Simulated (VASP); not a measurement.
# MnS (Fm-3m) in VASP: further runs, part 2 of 3

VASP 6.6.1.

### 4 Single point, PBEsol, collinear spin, ferromagnetic start

The input, INCAR:

```
SYSTEM = MnS
PREC = Accurate
ENCUT = 520
EDIFF = 1E-7
ISMEAR = -1
SIGMA = 0.05
LREAL = .False.
LASPH = .True.
NELM = 100
ALGO = Normal
ISIF = 2
LWAVE = .False.
LCHARG = .True.
ISPIN = 2
MAGMOM = 4 0
LORBIT = 11
LMAXMIX = 4
GGA = PS
LELF = .True.
LVHAR = .True.
NBANDS = 20
```

The input, KPOINTS:

```
Automatic mesh
0
Gamma
  9 9 9
  0 0 0
```

The input, POSCAR:

```
MnS
1.0
    0.0000000000      2.6045000000      2.6045000000
    2.6045000000      0.0000000000      2.6045000000
    2.6045000000      2.6045000000      0.0000000000
Mn S
1 1
Direct
    0.0000000000      0.0000000000      0.0000000000
    0.5000000000      0.5000000000      0.5000000000
```

Potentials or basis: VASP PAW PBE potentials, release 64 (Mn_pv, S).

Run with:

```bash
$ cat potpaw_PBE.64/Mn_pv/POTCAR potpaw_PBE.64/S/POTCAR > POTCAR
$ mpirun -np 1 vasp_std > vasp.out
```

OUTCAR:

```text
SYSTEM = MnS
   PREC = Accurate
   ENCUT = 520
   EDIFF = 1E-7
   ISMEAR = -1
   LREAL = .False.
   LASPH = .True.
   NELM = 100
   ISIF = 2
   ISPIN = 2
   LORBIT = 11
   GGA = PS

 ion  position               nearest neighbor table
   1  0.000  0.000  0.000-   2 2.60   2 2.60   2 2.60   2 2.60   2 2.60   2 2.60
   2  0.500  0.500  0.500-   1 2.60   1 2.60   1 2.60   1 2.60   1 2.60   1 2.60

  LATTYP: Found a face centered cubic cell.
 ALAT       =     5.2090000000

  Lattice vectors:

 A1 = (   0.0000000000,   2.6045000000,   2.6045000000)
 A2 = (   2.6045000000,   0.0000000000,   2.6045000000)
 A3 = (   2.6045000000,   2.6045000000,   0.0000000000)

Analysis of symmetry for initial positions (statically):
=====================================================================
 Subroutine PRICEL returns:
 Original cell was already a primitive cell.

 Routine SETGRP: Setting up the symmetry group for a
 face centered cubic supercell.

 Subroutine GETGRP returns: Found 48 space group operations
 (whereof 48 operations were pure point group operations)
 out of a pool of 48 trial point group operations.

The static configuration has the point symmetry O_h .

Analysis of symmetry for dynamics (positions and initial velocities):
=====================================================================
 Subroutine PRICEL returns:
 Original cell was already a primitive cell.

 Routine SETGRP: Setting up the symmetry group for a
 face centered cubic supercell.

 Subroutine GETGRP returns: Found 48 space group operations
 (whereof 48 operations were pure point group operations)
 out of a pool of 48 trial point group operations.

The dynamic configuration has the point symmetry O_h .

Analysis of structural, dynamic, and magnetic symmetry:
=====================================================================
 Subroutine PRICEL returns:
 Original cell was already a primitive cell.

 Routine SETGRP: Setting up the symmetry group for a
 face centered cubic supercell.

 Subroutine GETGRP returns: Found 48 space group operations
 (whereof 48 operations were pure point group operations)
 out of a pool of 48 trial point group operations.

The overall configuration has the point symmetry O_h .

 Subroutine INISYM returns: Found 48 space group operations
 (whereof 48 operations are pure point group operations),
 and found     1 'primitive' translations

----------------------------------------------------------------------------------------

                                     Primitive cell

  volume of cell :      35.3348

  direct lattice vectors                    reciprocal lattice vectors
     0.000000000  2.604500000  2.604500000    -0.191975427  0.191975427  0.191975427
     2.604500000  0.000000000  2.604500000     0.191975427 -0.191975427  0.191975427
     2.604500000  2.604500000  0.000000000     0.191975427  0.191975427 -0.191975427

  length of vectors
     3.683319223  3.683319223  3.683319223     0.332511194  0.332511194  0.332511194

  position of ions in fractional coordinates (direct lattice)
     0.000000000  0.000000000  0.000000000
     0.500000000  0.500000000  0.500000000

  ion indices of the primitive-cell ions
   primitive index   ion index
                 1           1
                 2           2

[... 64 lines left out ...]
   ICHARG =      2    charge: 1-file 2-atom 10-const
   ISPIN  =      2    spin polarized calculation?
   LNONCOLLINEAR =      F non collinear calculations
   LSORBIT =      F    spin-orbit coupling
   LASPH  =      T    aspherical Exc in radial PAW
   ENCUT  =  520.0 eV  38.22 Ry    6.18 a.u.   6.85  6.85  6.85*2*pi/ulx,y,z
   NELM   =    100;   NELMIN=  2; NELMDL= -5     # of ELM steps
   EDIFF  = 0.1E-06   stopping-criterion for ELM
   LREAL  =      F    real-space projection
   EDIFFG = 0.1E-05   stopping-criterion for IOM
   NSW    =      0    number of steps for IOM
   IBRION =     -1    ionic relax: 0-MD 1-quasi-New 2-CG
   NFREE  =      0    steps in history (QN), initial steepest desc. (CG)
   ISIF   =      2    stress and relaxation
   ISYM   =      2    0-nonsym 1-usesym 2-fastsym
   POTIM  = 0.5000    time-step for ionic-motion
   TEBEG  =    0.0;   TEEND  =   0.0 temperature during run
   PSTRESS=    0.0 pullay stress
   NELECT =      19.0000    total number of electrons
   NUPDOWN=      -1.0000    fix difference up-down
   EMIN   =  10.00;   EMAX   =-10.00  energy-range for DOS
   EFERMI =   0.00;   METHOD = LEGACY
   ISMEAR =    -1;   SIGMA  =   0.05  broadening in eV -4-tet -1-fermi 0-gaus
   EFERMI_NEDOS =   21; number of points for ismear=-14 and -15
   IALGO  =     38    algorithm
   IMIX   =      4    mixing-type and parameters
     AMIX     =   0.40;   BMIX     =  1.00
     AMIX_MAG =   1.60;   BMIX_MAG =  1.00
  volume/ion in A,a.u.               =      17.67       119.23
  Fermi-wavevector in a.u.,A,eV,Ry     =   1.331246  2.515690 24.112464  1.772216
  Thomas-Fermi vector in A             =   2.460272
   LORBIT       =     11    0 simple, 1 ext, 2 COOP (PROOUT), +10 PAW based schemes
   GGA     = PS    functional components
   LHFCALC =     F    Hartree Fock is set to
   AEXX    =    0.0000 exact exchange contribution
   IVDW    =     0    specifies the selected vdW correction
   LEPSILON=     F    determine dielectric tensor
   LRPA    =     F    only Hartree local field effects (RPA)
 spin polarized calculation
  energy-cutoff  :      520.00
  volume of cell :       35.33
 maximum number of plane-waves:       963
   NGX = 13   NGY = 13   NGZ = 13

 number of electron      18.9999989 magnetization       4.6851891

 Free energy of the ion-electron system (eV)
  ---------------------------------------------------
  ext. energy  EPLUGINS =         0.00000000
  ---------------------------------------------------
  free energy    TOTEN  =       -14.85780774 eV

  energy without entropy =      -14.85094749  energy(sigma->0) =      -14.85437762

 E-fermi :   6.5171     XC(G=0): -10.8157

 val. band max:        6.4649200038   @ k =   0.3333   0.0000   0.0000
 cond. band min:       6.5198754578   @ k =   0.4444   0.3333   0.1111
 fundamental gap:      0.0549554540
 Fermi energy:         6.5170683190

 spin component 1

 k-point     1 :       0.0000    0.0000    0.0000
  band No.  band energies     occupation
      1     -43.9833      1.00000
      2     -43.9833      1.00000
      3     -43.9833      1.00000
      4      -8.0528      1.00000
      5       3.1649      1.00000
      6       3.1649      1.00000
[... 541 lines left out ...]
     19      21.2260      0.00000
     20      21.2260      0.00000

 [... further k-points ...]

 spin component 2

 k-point     1 :       0.0000    0.0000    0.0000
  band No.  band energies     occupation
      1     -39.5271      1.00000
      2     -39.5271      1.00000
      3     -39.5271      1.00000
      4      -7.7317      1.00000
      5       4.9113      1.00000
      6       4.9113      1.00000
[... 541 lines left out ...]
     19      21.6297      0.00000
     20      21.6297      0.00000

 [... further k-points ...]

------------------------ aborting loop because EDIFF is reached ----------------------------------------

  FORCE on cell =-STRESS in cart. coord.  units (eV):
  Direction    XX          YY          ZZ          XY          YZ          ZX
  --------------------------------------------------------------------------------------
  -------------------------------------------------------------------------------------
  Total       -1.5821087     -1.5821087     -1.5821087      0.0000000     -0.0000000      0.0000000
  in kB      -71.7371021    -71.7371021    -71.7371021      0.0000000     -0.0000000      0.0000000
  external PRESSURE =     -71.7371021 kB  Pullay stress =       0.0000000 kB

 VOLUME and BASIS-vectors are now :
 -----------------------------------------------------------------------------
  energy-cutoff  :      520.00
  volume of cell :       35.33
      direct lattice vectors                 reciprocal lattice vectors
     0.000000000  2.604500000  2.604500000    -0.191975427  0.191975427  0.191975427
     2.604500000  0.000000000  2.604500000     0.191975427 -0.191975427  0.191975427
     2.604500000  2.604500000  0.000000000     0.191975427  0.191975427 -0.191975427

 POSITION                                       TOTAL-FORCE (eV/Angst)
 -----------------------------------------------------------------------------------
      0.00000      0.00000      0.00000         0.000000     -0.000000      0.000000
      2.60450      2.60450      2.60450        -0.000000      0.000000     -0.000000
 -----------------------------------------------------------------------------------
    total drift:                               -0.000000      0.000000      0.000000

  FREE ENERGIE OF THE ION-ELECTRON SYSTEM (eV)
  ---------------------------------------------------
  free  energy   TOTEN  =       -14.8578077389 eV

  energy  without entropy=      -14.8509474935  energy(sigma->0) =      -14.85437762

 total charge

# of ion       s       p       d       tot
------------------------------------------
    1        0.218   6.166   4.928  11.312
    2        1.322   2.369   0.000   3.692
--------------------------------------------------
tot          1.540   8.535   4.928  15.004

 magnetization (x)

# of ion       s       p       d       tot
------------------------------------------
    1        0.051   0.039   4.141   4.230
    2        0.026   0.073   0.000   0.099
--------------------------------------------------
tot          0.077   0.112   4.141   4.329
```

stdout:

```text
POSCAR found type information on POSCAR MnS
 POSCAR found :  2 types and       2 ions
 scaLAPACK will be used
 -----------------------------------------------------------------------------
|                                                                             |
|                                                                             |
|     You enforced a specific xc type in the INCAR file but a different       |
|     I HOPE YOU KNOW WHAT YOU ARE DOING!                                     |
|                                                                             |
 -----------------------------------------------------------------------------

 LDA part: xc-table for (Slater+PW92), standard interpolation
 POSCAR, INCAR and KPOINTS ok, starting setup
 FFT: planning ... GRIDC
 FFT: planning ... GRID_SOFT
 FFT: planning ... GRID
 WAVECAR not read
 entering main loop
```

It took 26 s on 1 thread of Intel Xeon 6975P-C (Granite Rapids), shared host; peak memory 0.18 GiB.

What came out:

| Item | Value |
| --- | --- |
| Free energy | -14.8578 eV |
| Pressure | -7.2 GPa |
| Band gap on the k mesh | none (metal or under the smearing width) |
| Net moment | 4.69 μB per cell |
| Site moments | Mn +4.23; S +0.10 μB |
| Valence electrons inside the program's atomic spheres | Mn 11.31; S 3.69 |

Caveat: the PAW data sets were made with another functional, which shifts forces and pressure a little; a cell with one magnetic atom can't hold antiferromagnetic order, which such compounds often take; semilocal functionals often make such compounds metallic where correlation or magnetic order opens a gap, which also shifts bond lengths. With open d or f shells a metallic result of PBEsol can be an artefact of self-interaction; +U or a hybrid may open a gap.

(Part 2 of 3 ends here.)
